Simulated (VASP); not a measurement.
# ZnS (P6_3mc) in VASP: notebook

ZnS is run at these levels: PBE; tasks: single point.

Program: VASP 6.6.1. These are calculated values, not measurements. Logs are shortened: lines on timing, memory, paths and dates and some standing lists are left out, and cuts for length are marked.

**Measured values to compare with.**

A printed reference work, monograph reports, for a bulk crystal of ZnS at 4 K: band gap 3.911 eV (direct).

The results are compared with them further down.

### 1 The cell of the first run

It takes space group P6_3mc (No. 186, hexagonal). Conventional cell: a = 3.847 Å, b = 3.847 Å, c = 12.590 Å, α = 90.00°, β = 90.00°, γ = 120.00°. Zn (site symmetry 3m) has 4 S at 2.36 Å within 3.1 Å. Within 3.1 Å of Zn (site symmetry 3m) lie 4 S at 2.36 Å. Within 3.1 Å of S (site symmetry 3m) lie 4 Zn at 2.36 Å. S (site symmetry 3m) has 4 Zn at 2.36 Å within 3.1 Å.

### 2 Single point, PBE

INCAR reads:

```
ALGO = Normal ; EDIFF = 1E-7
ENCUT = 520 ; GGA = PE
ISIF = 2 ; ISMEAR = 0
LASPH = True ; LCHARG = True
LELF = True ; LREAL = False
LVHAR = True ; LWAVE = False
NBANDS = 46 ; NELM = 100
PREC = Accurate ; SIGMA = 0.05
```

KPOINTS reads:

```
k-points
0
Gamma
  9 9 2
```

POSCAR reads:

```
ZnS
1.0
    3.8465705991      0.0000000000      0.0000000000
   -1.9232852995      3.3312278562      0.0000000000
    0.0000000000      0.0000000000     12.5895364177
Zn S
4 4
Direct
    0.0000000000      0.0000000000      0.0000492057
    0.0000000000      0.0000000000      0.5000492057
    0.3333333333      0.6666666667      0.2500242903
    0.6666666667      0.3333333333      0.7500242903
    0.0000000000      0.0000000000      0.1872905901
    0.0000000000      0.0000000000      0.6872905901
    0.3333333333      0.6666666667      0.4376359138
    0.6666666667      0.3333333333      0.9376359138
```

Potentials or basis: VASP PAW PBE potentials, release 64 (Zn, S).

The run is started by

```bash
$ cat potpaw_PBE.64/Zn/POTCAR potpaw_PBE.64/S/POTCAR > POTCAR
$ mpirun -np 1 vasp_std > vasp.out
```

OUTCAR:

```text
EDIFF = 1E-7
   ENCUT = 520
   GGA = PE
   ISIF = 2
   ISMEAR = 0
   LASPH = True
   LREAL = False
   NELM = 100
   PREC = Accurate

 ion  position               nearest neighbor table
   1  0.000  0.000  0.000-   8 2.36   8 2.36   8 2.36   5 2.36
   2  0.000  0.000  0.500-   7 2.36   7 2.36   7 2.36   6 2.36
   3  0.333  0.667  0.250-   5 2.36   5 2.36   5 2.36   7 2.36
   4  0.667  0.333  0.750-   6 2.36   6 2.36   6 2.36   8 2.36
   5  0.000  0.000  0.187-   3 2.36   3 2.36   3 2.36   1 2.36
   6  0.000  0.000  0.687-   4 2.36   4 2.36   4 2.36   2 2.36
   7  0.333  0.667  0.438-   2 2.36   2 2.36   2 2.36   3 2.36
   8  0.667  0.333  0.938-   1 2.36   1 2.36   1 2.36   4 2.36

  LATTYP: Found a hexagonal cell.
 ALAT       =     3.8465705991
 C/A-ratio  =     3.2729248283

  Lattice vectors:

 A1 = (   3.8465705991,   0.0000000000,   0.0000000000)
 A2 = (  -1.9232852995,   3.3312278562,   0.0000000000)
 A3 = (   0.0000000000,   0.0000000000,  12.5895364177)

Analysis of symmetry for initial positions (statically):
=====================================================================
 Subroutine PRICEL returns:
 Original cell was already a primitive cell.

 Routine SETGRP: Setting up the symmetry group for a
 hexagonal supercell.

 Subroutine GETGRP returns: Found 12 space group operations
 (whereof  6 operations were pure point group operations)
 out of a pool of 24 trial point group operations.

The static configuration has the point symmetry C_3v.
 The point group associated with its full space group is C_6v.

Analysis of symmetry for dynamics (positions and initial velocities):
=====================================================================
 Subroutine PRICEL returns:
 Original cell was already a primitive cell.

 Routine SETGRP: Setting up the symmetry group for a
 hexagonal supercell.

 Subroutine GETGRP returns: Found 12 space group operations
 (whereof  6 operations were pure point group operations)
 out of a pool of 24 trial point group operations.

The dynamic configuration has the point symmetry C_3v.
 The point group associated with its full space group is C_6v.

 Subroutine INISYM returns: Found 12 space group operations
 (whereof  6 operations are pure point group operations),
 and found     1 'primitive' translations

----------------------------------------------------------------------------------------

                                     Primitive cell

  volume of cell :     161.3198

  direct lattice vectors                    reciprocal lattice vectors
     3.846570599  0.000000000  0.000000000     0.259971831  0.150094806  0.000000000
    -1.923285300  3.331227856  0.000000000     0.000000000  0.300189613  0.000000000
     0.000000000  0.000000000 12.589536418     0.000000000  0.000000000  0.079431042

  length of vectors
     3.846570599  3.846570599 12.589536418     0.300189613  0.300189613  0.079431042

  position of ions in fractional coordinates (direct lattice)
     0.000000000  0.000000000  0.000049206
     0.000000000  0.000000000  0.500049206
     0.333333333  0.666666667  0.250024290
     0.666666667  0.333333333  0.750024290
     0.000000000  0.000000000  0.187290590
     0.000000000  0.000000000  0.687290590
     0.333333333  0.666666667  0.437635914
     0.666666667  0.333333333  0.937635914

  ion indices of the primitive-cell ions
   primitive index   ion index
                 1           1
                 2           2
                 3           3
                 4           4
                 5           5
                 6           6
                 7           7
                 8           8

----------------------------------------------------------------------------------------

 KPOINTS: k-points

Automatic generation of k-mesh.
 Grid dimensions read from file:
 generate k-points for:    9    9    2

 Generating k-lattice:

  Cartesian coordinates                     Fractional coordinates (reciprocal lattice)
     0.028885759  0.016677201  0.000000000     0.111111111  0.000000000  0.000000000
     0.000000000  0.033354401  0.000000000     0.000000000  0.111111111  0.000000000
     0.000000000  0.000000000  0.039715521     0.000000000  0.000000000  0.500000000

  Length of vectors
     0.033354401  0.033354401  0.039715521

  Shift w.r.t. Gamma in fractional coordinates (k-lattice)
     0.000000000  0.000000000  0.000000000

 Subroutine IBZKPT returns following result:
 ===========================================

 Found     24 irreducible k-points:

 Following reciprocal coordinates:
            Coordinates               Weight
  0.000000  0.000000  0.000000      1.000000
  0.111111  0.000000  0.000000      6.000000
  0.222222  0.000000  0.000000      6.000000
  0.333333  0.000000  0.000000      6.000000
  0.444444  0.000000  0.000000      6.000000
  0.111111  0.111111  0.000000      6.000000
[... 16 lines left out ...]
  0.333333  0.222222  0.500000     12.000000
  0.333333  0.333333  0.500000      2.000000
   k-points           NKPTS =     24   k-points in BZ     NKDIM =     24   number of bands    NBANDS=     46
   number of dos      NEDOS =    301   number of ions     NIONS =      8
   total plane-waves  NPLWV =  86400
   dimension x,y,z NGX =    30 NGY =   30 NGZ =   96
   dimension x,y,z NGXF=    60 NGYF=   60 NGZF=  192
   ions per type =               4   4
   NGX,Y,Z   is equivalent  to a cutoff of  12.97, 12.97, 12.68 a.u.
   NGXF,Y,Z  is equivalent  to a cutoff of  25.93, 25.93, 25.35 a.u.
 SYSTEM =  unknown system
   PREC   = accura    normal or accurate (medium, high low for compatibility)
   ISTART =      0    job   : 0-new  1-cont  2-samecut
   ICHARG =      2    charge: 1-file 2-atom 10-const
   ISPIN  =      1    spin polarized calculation?
   LNONCOLLINEAR =      F non collinear calculations
   LSORBIT =      F    spin-orbit coupling
   LASPH  =      T    aspherical Exc in radial PAW
   ENCUT  =  520.0 eV  38.22 Ry    6.18 a.u.   7.15  7.15 23.41*2*pi/ulx,y,z
   NELM   =    100;   NELMIN=  2; NELMDL= -5     # of ELM steps
   EDIFF  = 0.1E-06   stopping-criterion for ELM
   LREAL  =      F    real-space projection
   EDIFFG = 0.1E-05   stopping-criterion for IOM
   NSW    =      0    number of steps for IOM
   IBRION =     -1    ionic relax: 0-MD 1-quasi-New 2-CG
   NFREE  =      0    steps in history (QN), initial steepest desc. (CG)
   ISIF   =      2    stress and relaxation
   ISYM   =      2    0-nonsym 1-usesym 2-fastsym
   POTIM  = 0.5000    time-step for ionic-motion
   TEBEG  =    0.0;   TEEND  =   0.0 temperature during run
   PSTRESS=    0.0 pullay stress
   NELECT =      72.0000    total number of electrons
   NUPDOWN=      -1.0000    fix difference up-down
   EMIN   =  10.00;   EMAX   =-10.00  energy-range for DOS
   EFERMI =   0.00;   METHOD = LEGACY
   ISMEAR =     0;   SIGMA  =   0.05  broadening in eV -4-tet -1-fermi 0-gaus
   EFERMI_NEDOS =   21; number of points for ismear=-14 and -15
   IALGO  =     38    algorithm
   IMIX   =      4    mixing-type and parameters
     AMIX     =   0.40;   BMIX     =  1.00
     AMIX_MAG =   1.60;   BMIX_MAG =  1.00
  volume/ion in A,a.u.               =      20.16       136.08
  Fermi-wavevector in a.u.,A,eV,Ry     =   1.251093  2.364224 21.296311  1.565235
  Thomas-Fermi vector in A             =   2.385057
   LORBIT       =      0    0 simple, 1 ext, 2 COOP (PROOUT), +10 PAW based schemes
   GGA     = PE    functional components
   LHFCALC =     F    Hartree Fock is set to
   AEXX    =    0.0000 exact exchange contribution
   IVDW    =     0    specifies the selected vdW correction
   LEPSILON=     F    determine dielectric tensor
   LRPA    =     F    only Hartree local field effects (RPA)
 non-spin polarized calculation
 Gauss-broadening in eV      SIGMA  =   0.05
  energy-cutoff  :      520.00
  volume of cell :      161.32
 maximum number of plane-waves:      4389
 NGX is ok and might be reduce to    30
   NGX = 15   NGY = 15   NGZ = 47

 number of electron      72.0000044 magnetization

 Free energy of the ion-electron system (eV)
  ---------------------------------------------------
  ext. energy  EPLUGINS =         0.00000000
  ---------------------------------------------------
  free energy    TOTEN  =       -27.39927148 eV

  energy without entropy =      -27.39927148  energy(sigma->0) =      -27.39927148

 E-fermi :   2.1797     XC(G=0):  -9.5240

 val. band max:        1.9132336218   @ k =   0.0000   0.0000   0.0000
 cond. band min:       3.9662002956   @ k =   0.0000   0.0000   0.0000
 fundamental gap:      2.0529666737
 Fermi energy:         2.1797160212

 k-point     1 :       0.0000    0.0000    0.0000
  band No.  band energies     occupation
      1     -11.0887      2.00000
      2     -10.6867      2.00000
      3     -10.6776      2.00000
      4     -10.1999      2.00000
      5      -4.3427      2.00000
      6      -4.3378      2.00000
[... 38 lines left out ...]
     45       8.5833      0.00000
     46       8.6920      0.00000

 k-point     2 :       0.1111    0.0000    0.0000
  band No.  band energies     occupation
      1     -11.0089      2.00000
      2     -10.6210      2.00000
      3     -10.6118      2.00000
      4     -10.1558      2.00000
      5      -4.3438      2.00000
      6      -4.3291      2.00000
[... 38 lines left out ...]
     45       8.5623      0.00000
     46       8.8898      0.00000

 k-point     3 :       0.2222    0.0000    0.0000
  band No.  band energies     occupation
      1     -10.7898      2.00000
      2     -10.4463      2.00000
      3     -10.4370      2.00000
      4     -10.0470      2.00000
      5      -4.3556      2.00000
      6      -4.3311      2.00000
[... 1018 lines left out ...]
     45       9.3260      0.00000
     46       9.3260      0.00000

 k-point    24 :       0.3333    0.3333    0.5000
  band No.  band energies     occupation
      1      -9.9809      2.00000
      2      -9.9809      2.00000
      3      -9.9679      2.00000
      4      -9.9679      2.00000
      5      -4.2679      2.00000
      6      -4.2679      2.00000
[... 38 lines left out ...]
     45       9.3434      0.00000
     46       9.3434      0.00000

------------------------ aborting loop because EDIFF is reached ----------------------------------------

  FORCE on cell =-STRESS in cart. coord.  units (eV):
  Direction    XX          YY          ZZ          XY          YZ          ZX
  --------------------------------------------------------------------------------------
  -------------------------------------------------------------------------------------
  Total        0.1814968      0.1814968      0.1695944      0.0000000      0.0000000     -0.0000000
  in kB        1.8025686      1.8025686      1.6843574      0.0000000      0.0000000     -0.0000000
  external PRESSURE =       1.7631648 kB  Pullay stress =       0.0000000 kB

 VOLUME and BASIS-vectors are now :
 -----------------------------------------------------------------------------
  energy-cutoff  :      520.00
  volume of cell :      161.32
      direct lattice vectors                 reciprocal lattice vectors
     3.846570599  0.000000000  0.000000000     0.259971831  0.150094806  0.000000000
    -1.923285300  3.331227856  0.000000000     0.000000000  0.300189613  0.000000000
     0.000000000  0.000000000 12.589536418     0.000000000  0.000000000  0.079431042

 POSITION                                       TOTAL-FORCE (eV/Angst)
 -----------------------------------------------------------------------------------
      0.00000      0.00000      0.00062         0.000000      0.000000      0.004301
      0.00000      0.00000      6.29539        -0.000000     -0.000000      0.004301
     -0.00000      2.22082      3.14769         0.000000      0.000000      0.002824
      1.92329      1.11041      9.44246        -0.000000      0.000000      0.002824
      0.00000      0.00000      2.35790         0.000000     -0.000000     -0.004191
      0.00000      0.00000      8.65267        -0.000000     -0.000000     -0.004191
     -0.00000      2.22082      5.50963        -0.000000      0.000000     -0.002935
      1.92329      1.11041     11.80440         0.000000     -0.000000     -0.002935
 -----------------------------------------------------------------------------------
    total drift:                               -0.000000     -0.000000      0.000297

  FREE ENERGIE OF THE ION-ELECTRON SYSTEM (eV)
  ---------------------------------------------------
  free  energy   TOTEN  =       -27.3992714777 eV

  energy  without entropy=      -27.3992714777  energy(sigma->0) =      -27.39927148
```

Run time: 1.9 min. Hardware: 1 thread of Intel Xeon 6975P-C (Granite Rapids), shared host; peak memory 0.34 GiB.

What came out:

| Quantity | Value |
| --- | --- |
| Free energy | -27.3993 eV |
| Pressure | 0.2 GPa |
| Largest force | 0.004 eV/Å |
| Band gap on the k mesh | 2.05 eV |

Forces in eV/Å, atoms in the order of the input:
```
Zn   0.000  0.000  0.004
Zn   0.000  0.000  0.004
Zn   0.000  0.000  0.003
Zn   0.000  0.000  0.003
S    0.000  0.000 -0.004
S    0.000  0.000 -0.004
S    0.000  0.000 -0.003
S    0.000  0.000 -0.003
```

Levels at points of the mesh, in eV from the valence-band top:
```
           k point  band 33  band 34  band 35  band 36  band 37  band 38  band 39  band 40
(0.00, 0.00, 0.00)    -0.44    -0.04     0.00     0.00     2.05     3.16     3.33     3.57
(0.00, 0.00, 0.50)    -0.14    -0.14    -0.14    -0.14     2.91     2.91     3.28     3.28
```

### 3 Single point, PBE

INCAR reads:

```
SYSTEM = ZnS
  PREC = Accurate
  ENCUT = 520
  EDIFF = 1E-6
  ISMEAR = 0
  SIGMA = 0.02
  LREAL = .False.
  LASPH = .True.
  NELM = 60
  ALGO = Normal
  ISIF = 2
  LWAVE = .False.
  LCHARG = .False.
  GGA = PE
  NBANDS = 46
```

KPOINTS reads:

```
Automatic mesh
0
Gamma
  9 9 4
  0 0 0
```

POSCAR is that of step 2.

Potentials or basis: VASP PAW PBE potentials, release 64 (Zn, S).

The run is started by

```bash
$ cat potpaw_PBE.64/Zn/POTCAR potpaw_PBE.64/S/POTCAR > POTCAR
$ mpirun -np 1 vasp_std > vasp.out
```

It took 2.5 min on 1 thread of Intel Xeon 6975P-C (Granite Rapids), shared host; peak memory 0.38 GiB.

The run converged. Its results:

- Free energy: -27.3996 eV
- Pressure: 0.2 GPa
- Largest force: 0.004 eV/Å
- Band gap on the k mesh: 2.05 eV

Forces on the atoms (eV/Å):
```
Zn   0.000  0.000  0.004
Zn   0.000  0.000  0.004
Zn   0.000  0.000  0.003
Zn   0.000  0.000  0.003
S    0.000  0.000 -0.004
S    0.000  0.000 -0.004
S    0.000  0.000 -0.003
S    0.000  0.000 -0.003
```

Levels at points of the mesh, in eV from the valence-band top:
```csv
k point,band 33,band 34,band 35,band 36,band 37,band 38,band 39,band 40
"(0.00, 0.00, 0.00)",-0.44,-0.04,0.00,0.00,2.05,3.16,3.33,3.57
"(0.00, 0.00, 0.50)",-0.14,-0.14,-0.14,-0.14,2.91,2.91,3.28,3.28
```

(Part 1 of 2 ends here.)
